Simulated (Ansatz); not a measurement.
Here is an Ansatz 0.2.0 calculation.

File input.yaml:

```yaml
crystal:
  lattice:
    - [-1.582345, 1.582345, 1.582345]
    - [1.582345, -1.582345, 1.582345]
    - [1.582345, 1.582345, -1.582345]
  atoms:
    - { symbol: W, position: [0.0, 0.0, 0.0] }
hamiltonian:
  xc: hse06
  pseudopotentials: { kind: nc, accuracy: stringent, xc_functional: pbesol }
kpoints:
  mp_grid: { grid: [9, 9, 9] }
scf:
  occupations: { method: fermi_dirac, width: 0.1 }
  n_extra_bands: 6
output:
  forces: true
  stress: true
  eigenvalues: true
  dos: { projected: true, de: 0.05 }
  write_density: true
  write_potential: true
  elf: true
  volumetric_format: npy
```

Potentials or basis: PseudoDojo stringent (PBEsol files).

Run with:

```console
$ ansatz run input.yaml --threads 1 --pin off --max-ram 2560MiB --backend cpu --events-out ev --progress --plain --runs-dir out
```

Question: Estimate the pressure.

Answer: 1.5 GPa.

Question: What does it give for the density of states at the Fermi level?

Answer: 0.24 states/eV per cell.

Question: Predict the band gap on the k mesh.

Answer: None (metal or under the smearing width).

States per cell in windows of 1 eV (zero at the Fermi level; states under -8 eV left out):
| from (eV) | total | W 5d | W 6s | W 5p |
| --- | --- | --- | --- | --- |
| -8.0 | 0.31 | 0.14 | 0.17 | 0.01 |
| -7.0 | 0.68 | 0.48 | 0.19 | 0.01 |
| -6.0 | 0.85 | 0.73 | 0.10 | 0.01 |
| -5.0 | 0.81 | 0.78 | 0.01 | 0.01 |
| -4.0 | 1.10 | 1.04 | 0.03 | 0.01 |
| -3.0 | 1.33 | 1.12 | 0.11 | 0.02 |
| -2.0 | 0.49 | 0.38 | 0.04 | 0.01 |
| -1.0 | 0.21 | 0.18 | 0.01 | 0.00 |
| 0.0 | 0.48 | 0.46 | 0.01 | 0.00 |
| 1.0 | 0.82 | 0.78 | 0.02 | 0.00 |
| 2.0 | 0.89 | 0.86 | 0.01 | 0.00 |
| 3.0 | 1.58 | 1.49 | 0.06 | 0.00 |
| 4.0 | 0.68 | 0.54 | 0.09 | 0.00 |
| 5.0 | 0.39 | 0.28 | 0.06 | 0.00 |
| 6.0 | 0.33 | 0.18 | 0.07 | 0.00 |
| 7.0 | 0.30 | 0.11 | 0.07 | 0.00 |

Caveat: the potentials were made for another functional, which shifts forces and pressure; the thresholds are loose for stress. Spin-orbit coupling is left out, which matters for the levels of W.
